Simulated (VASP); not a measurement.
# Ga (I4/mmm) in VASP: single point with r2SCAN

Aim: the single point of Ga with r2SCAN.

Program: VASP 6.6.1. These are calculated values, not measurements. Logs are shortened: lines on timing, memory, paths and dates and some standing lists are left out, and cuts for length are marked.

## (1) The crystal as given

The structure is tetragonal, space group I4/mmm (No. 139). The conventional cell has a = 2.805 Å, b = 2.805 Å, c = 4.454 Å, α = 90.00°, β = 90.00°, γ = 90.00°. Around Ga (site symmetry 4/mmm) lie 12 Ga at 2.81 to 2.98 Å.

This isn't the form of Ga at room conditions, which is orthorhombic.

## (2) Single point, r2SCAN

Input file POSCAR:

```
Ga
1.0
   -1.4027260900      1.4027260900      2.2269775400
    1.4027260900     -1.4027260900      2.2269775400
    1.4027260900      1.4027260900     -2.2269775400
Ga
1
Direct
    0.0000000000      0.0000000000      0.0000000000
```

Input file INCAR.step1:

```
ALGO     = Normal         # electronic algorithm
EDIFF    = 1E-4           # SCF threshold, eV
ENCUT    = 520            # plane-wave cutoff, eV
GGA      = PE             # functional
ISMEAR   = -1             # smearing method
LASPH    = T              # aspherical terms in the spheres
LCHARG   = F              # write CHGCAR
LREAL    = F              # projectors in reciprocal space
LWAVE    = T              # write WAVECAR
NBANDS   = 12             # bands
NELM     = 100            # most SCF steps
PREC     = Accurate       # precision mode
SIGMA    = 0.0445         # smearing width, eV
```

Input file INCAR.step2:

```
ALGO     = Normal         # electronic algorithm
EDIFF    = 1E-6           # SCF threshold, eV
ENCUT    = 520            # plane-wave cutoff, eV
ISIF     = 2              # what is computed and relaxed
ISMEAR   = -1             # smearing method
ISTART   = 1            
LASPH    = T              # aspherical terms in the spheres
LCHARG   = T              # write CHGCAR
LELF     = T              # ELF
LMIXTAU  = T            
LREAL    = F              # projectors in reciprocal space
LVHAR    = T            
LWAVE    = F              # write WAVECAR
METAGGA  = R2SCAN         # meta-GGA
NBANDS   = 12             # bands
NELM     = 100            # most SCF steps
PREC     = Accurate       # precision mode
SIGMA    = 0.0445         # smearing width, eV
```

Input file KPOINTS:

```
k-points
0
Gamma
  9 9 9
```

Potentials or basis: VASP PAW PBE potentials, release 64 (Ga_d).

On the command line:

```bash
$ cat potpaw_PBE.64/Ga_d/POTCAR > POTCAR
$ cp INCAR.step1 INCAR
$ mpirun -np 1 vasp_std > vasp.out
$ cp INCAR.step2 INCAR
$ mpirun -np 1 vasp_std > vasp.out
```

OUTCAR:

```text
EDIFF = 1E-6
   ENCUT = 520
   ISIF = 2
   ISMEAR = -1
   ISTART = 1
   LASPH = T
   LREAL = F
   METAGGA = R2SCAN
   NELM = 100
   PREC = Accurate

 ion  position               nearest neighbor table
   1  0.000  0.000  0.000-

  LATTYP: Found a body centered tetragonal cell.
 ALAT       =     2.8054521800
 C/A-ratio  =     1.5876068435

  Lattice vectors:

 A1 = (  -1.4027260900,   1.4027260900,   2.2269775400)
 A2 = (   1.4027260900,  -1.4027260900,   2.2269775400)
 A3 = (   1.4027260900,   1.4027260900,  -2.2269775400)

Analysis of symmetry for initial positions (statically):
=====================================================================
 Subroutine PRICEL returns:
 Original cell was already a primitive cell.

 Routine SETGRP: Setting up the symmetry group for a
 body centered tetragonal supercell.

 Subroutine GETGRP returns: Found 16 space group operations
 (whereof 16 operations were pure point group operations)
 out of a pool of 16 trial point group operations.

The static configuration has the point symmetry D_4h.

Analysis of symmetry for dynamics (positions and initial velocities):
=====================================================================
 Subroutine PRICEL returns:
 Original cell was already a primitive cell.

 Routine SETGRP: Setting up the symmetry group for a
 body centered tetragonal supercell.

 Subroutine GETGRP returns: Found 16 space group operations
 (whereof 16 operations were pure point group operations)
 out of a pool of 16 trial point group operations.

The dynamic configuration has the point symmetry D_4h.

 Subroutine INISYM returns: Found 16 space group operations
 (whereof 16 operations are pure point group operations),
 and found     1 'primitive' translations

----------------------------------------------------------------------------------------

                                     Primitive cell

  volume of cell :      17.5276

  direct lattice vectors                    reciprocal lattice vectors
    -1.402726090  1.402726090  2.226977540     0.000000000  0.356448778  0.224519552
     1.402726090 -1.402726090  2.226977540     0.356448778  0.000000000  0.224519552
     1.402726090  1.402726090 -2.226977540     0.356448778  0.356448778  0.000000000

  length of vectors
     2.982400029  2.982400029  2.982400029     0.421265665  0.421265665  0.504094695

  position of ions in fractional coordinates (direct lattice)
     0.000000000  0.000000000  0.000000000
[... 83 lines left out ...]
   ISYM   =      2    0-nonsym 1-usesym 2-fastsym
   POTIM  = 0.5000    time-step for ionic-motion
   TEBEG  =    0.0;   TEEND  =   0.0 temperature during run
   PSTRESS=    0.0 pullay stress
   NELECT =      13.0000    total number of electrons
   NUPDOWN=      -1.0000    fix difference up-down
   EMIN   =  10.00;   EMAX   =-10.00  energy-range for DOS
   EFERMI =   0.00;   METHOD = LEGACY
   ISMEAR =    -1;   SIGMA  =   0.04  broadening in eV -4-tet -1-fermi 0-gaus
   EFERMI_NEDOS =   21; number of points for ismear=-14 and -15
   IALGO  =     38    algorithm
   IMIX   =      4    mixing-type and parameters
     AMIX     =   0.40;   BMIX     =  1.00
     AMIX_MAG =   1.60;   BMIX_MAG =  1.00
  volume/ion in A,a.u.               =      17.53       118.28
  Fermi-wavevector in a.u.,A,eV,Ry     =   1.481888  2.800363 29.878291  2.195992
  Thomas-Fermi vector in A             =   2.595742
   LORBIT       =      0    0 simple, 1 ext, 2 COOP (PROOUT), +10 PAW based schemes
   METAGGA = R2SCAN    functional components
   LHFCALC =     F    Hartree Fock is set to
   AEXX    =    0.0000 exact exchange contribution
   IVDW    =     0    specifies the selected vdW correction
   LEPSILON=     F    determine dielectric tensor
   LRPA    =     F    only Hartree local field effects (RPA)
 non-spin polarized calculation
  energy-cutoff  :      520.00
  volume of cell :       17.53
 maximum number of plane-waves:       485
 NGX is ok and might be reduce to    24
   NGX = 11   NGY = 11   NGZ = 11

 number of electron      12.9999996 magnetization

 Free energy of the ion-electron system (eV)
  ---------------------------------------------------
  ext. energy  EPLUGINS =         0.00000000
  ---------------------------------------------------
  free energy    TOTEN  =       -11.29961251 eV

  energy without entropy =      -11.29656254  energy(sigma->0) =      -11.29808752

 E-fermi :   6.3160     XC(G=0): -12.6090

 val. band max:        6.3012120934   @ k =   0.4444   0.2222   0.1111
 cond. band min:       6.3498852126   @ k =  -0.3333   0.3333   0.2222
 fundamental gap:      0.0486731193
 Fermi energy:         6.3159772137

 k-point     1 :       0.0000    0.0000    0.0000
  band No.  band energies     occupation
      1      -9.4610      2.00000
      2      -9.3234      2.00000
      3      -9.3234      2.00000
      4      -9.2998      2.00000
      5      -9.1494      2.00000
      6      -6.0891      2.00000
      7      19.9881      0.00000
      8      19.9882      0.00000
      9      20.1070      0.00000
     10      23.3226      0.00000
     11      23.4107      0.00000
     12      24.1138      0.00000
[... 331 lines left out ...]
 k-point    24 :       0.4444    0.4444    0.0000
  band No.  band energies     occupation
      1      -9.5467      2.00000
      2      -9.5021      2.00000
      3      -9.1290      2.00000
      4      -9.1260      2.00000
      5      -9.0156      2.00000
      6       3.9034      2.00000
      7       5.0810      2.00000
      8       8.6787      0.00000
      9      11.2764      0.00000
     10      15.1289      0.00000
     11      17.6307      0.00000
     12      32.9886      0.00000

 [... further k-points ...]

------------------------ aborting loop because EDIFF is reached ----------------------------------------

  FORCE on cell =-STRESS in cart. coord.  units (eV):
  Direction    XX          YY          ZZ          XY          YZ          ZX
  --------------------------------------------------------------------------------------
  -------------------------------------------------------------------------------------
  Total        0.0751043      0.0751043      0.1438847      0.0000000      0.0000000      0.0000000
  in kB        6.8652065      6.8652065     13.1523552      0.0000000      0.0000000      0.0000000
  external PRESSURE =       8.9609227 kB  Pullay stress =       0.0000000 kB

 VOLUME and BASIS-vectors are now :
 -----------------------------------------------------------------------------
  energy-cutoff  :      520.00
  volume of cell :       17.53
      direct lattice vectors                 reciprocal lattice vectors
    -1.402726090  1.402726090  2.226977540     0.000000000  0.356448778  0.224519552
     1.402726090 -1.402726090  2.226977540     0.356448778  0.000000000  0.224519552
     1.402726090  1.402726090 -2.226977540     0.356448778  0.356448778  0.000000000

 POSITION                                       TOTAL-FORCE (eV/Angst)
 -----------------------------------------------------------------------------------
      0.00000      0.00000      0.00000         0.000000      0.000000      0.000000
 -----------------------------------------------------------------------------------
    total drift:                               -0.000000      0.000000     -0.000000

  FREE ENERGIE OF THE ION-ELECTRON SYSTEM (eV)
  ---------------------------------------------------
  free  energy   TOTEN  =       -11.2996125089 eV

  energy  without entropy=      -11.2965625361  energy(sigma->0) =      -11.29808752
```

Run time: 21 s. Hardware: 1 thread of Intel Xeon 6975P-C (Granite Rapids), shared host; peak memory 0.15 GiB.

Results:

* Free energy: -11.2996 eV
* Pressure: 0.9 GPa
* Band gap on the k mesh: none (metal or under the smearing width)

Levels at points of the mesh, in eV from the Fermi level:
| k point | band 4 | band 5 | band 6 | band 7 | band 8 | band 9 |
| --- | --- | --- | --- | --- | --- | --- |
| (0.00, 0.00, 0.00) | -15.62 | -15.47 | -12.41 | 13.67 | 13.67 | 13.79 |

Caveat: the PAW data sets were made with another functional, which shifts forces and pressure a little.
